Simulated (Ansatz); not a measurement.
Structure search for Ta5Si

Theory: DFT PBE, scalar-relativistic, plane waves, PAW in Ansatz. Settings: cutoff 420 eV, Γ-centred meshes spaced at most about 0.3 Å⁻¹, and about 0.25 Å⁻¹ or finer for metals (2π included), Gaussian smearing. No spin polarisation.

Formation energies are uncorrected and refer to the elements' standard structures at the same level.

Temperature and zero-point effects are left out. Larger cells and other orderings weren't all tried, so the list isn't exhaustive. Spin–orbit coupling, which can matter for Ta, is left out.

Invented guesses were relaxed alike, and ends that match in structure were merged. ΔE counts from the first row. Coordination counts Ta atoms around Si (those within 1.25 times the shortest such distance or 1.15 times the sum of covalent radii, 1.27 where that leaves under three; a plus sign parts nearer from farther groups). The ends were matched against large subsets of the Crystallography Open Database and the Materials Project, so a missing match doesn't prove that a structure is unreported.

| # | reached from | type and space group | atoms | Å³/atom | coordination | ΔE (meV/atom) | gap on mesh (eV) | in databases |
| --- | --- | --- | --- | --- | --- | --- | --- | --- |
| 1 | a cell proposed by chemical analogy | P4/mmm (No. 123) | 6 | 17.4 | Si 10 | 0 | 0.00 | no match |
| 2 | a cell proposed by chemical analogy | P-3m1 (No. 164) | 6 | 17.4 | Si 8+6 | 132 | 0.00 | no match |
| 3 | a cell proposed by chemical analogy | I422 (No. 97) | 6 | 17.8 | Si 10 | 173 | 0.00 | no match |
| 4 | random cell | P6/mmm (No. 191) | 6 | 17.7 | Si 2+12 | 343 | 0.00 | no match |
| 5 | CaAu5 type (F-43m) | F-43m (No. 216) | 6 | 18.6 | Si 16 | 648 | 0.00 | no match |

The lowest: Space group P4/mmm (No. 123), tetragonal, a = 3.372 Å, c = 9.172 Å. Ta on a site of symmetry 4mm has 4 Si at 2.76 Å, 5 Ta at 2.77–2.85 Å, 1 Ta at 3.20 Å and 4 Ta at 3.37 Å; around Ta on a second site of symmetry 4mm lie 8 Ta at 2.85–2.90 Å, 1 Si at 2.94 Å and 5 Ta at 3.29–3.37 Å; around Ta on a site of symmetry 4/mmm lie 8 Ta at 2.90 Å and 6 Ta at 3.20–3.37 Å; Si has 8 Ta at 2.76 Å, 2 Ta at 2.94 Å and 4 Si at 3.37 Å. Its energy over the elements is −0.20 eV/atom. Whether it is stable depends on the other phases of the system, which aren't compared here. An observed structure of this formula, if there is one, may be missing.

```
Ta Si
1.0
     3.37167    0.00000    0.00000
     0.00000    3.37167    0.00000
     0.00000    0.00000    9.17216
Ta Si
5 1
Direct
  0.50000 0.50000 0.15092
  0.00000 0.00000 0.32058
  0.50000 0.50000 0.84908
  0.00000 0.00000 0.67942
  0.50000 0.50000 0.50000
  0.00000 0.00000 0.00000
```

The second: Space group P-3m1 (No. 164), trigonal, a = 4.639 Å, c = 5.600 Å. Ta on a site of symmetry -3m has 2 Si at 2.80 Å, 6 Ta at 2.85 Å and 6 Ta at 3.24 Å; Ta on a site of symmetry 3m is surrounded by 8 Ta at 2.79–2.85 Å, 3 Si at 3.24 Å and 3 Ta at 3.32 Å; Ta on a second site of symmetry 3m has 5 Ta at 2.79–2.81 Å, 3 Si at 2.85 Å and 6 Ta at 3.24–3.31 Å; Si has 8 Ta at 2.80–2.85 Å and 6 Ta at 3.24 Å. Counting Ta atoms around Si, the first has Si 10 and the second has Si 8+6. Cells relaxed within their symmetry can be saddle points.

```yaml
crystal:
  lattice:
    - [4.63917, 0.00000, 0.00000]
    - [-2.31959, 4.01764, 0.00000]
    - [0.00000, 0.00000, 5.60015]
  atoms:
    - { symbol: Ta, position: [0.00000, 0.00000, 0.50000] }
    - { symbol: Ta, position: [0.66667, 0.33333, 0.67530] }
    - { symbol: Ta, position: [0.66667, 0.33333, 0.17396] }
    - { symbol: Ta, position: [0.33333, 0.66667, 0.32470] }
    - { symbol: Ta, position: [0.33333, 0.66667, 0.82604] }
    - { symbol: Si, position: [0.00000, 0.00000, 0.00000] }
```

Some structure types and database cells were kept out of the candidates from the start, so a known form may be missing.
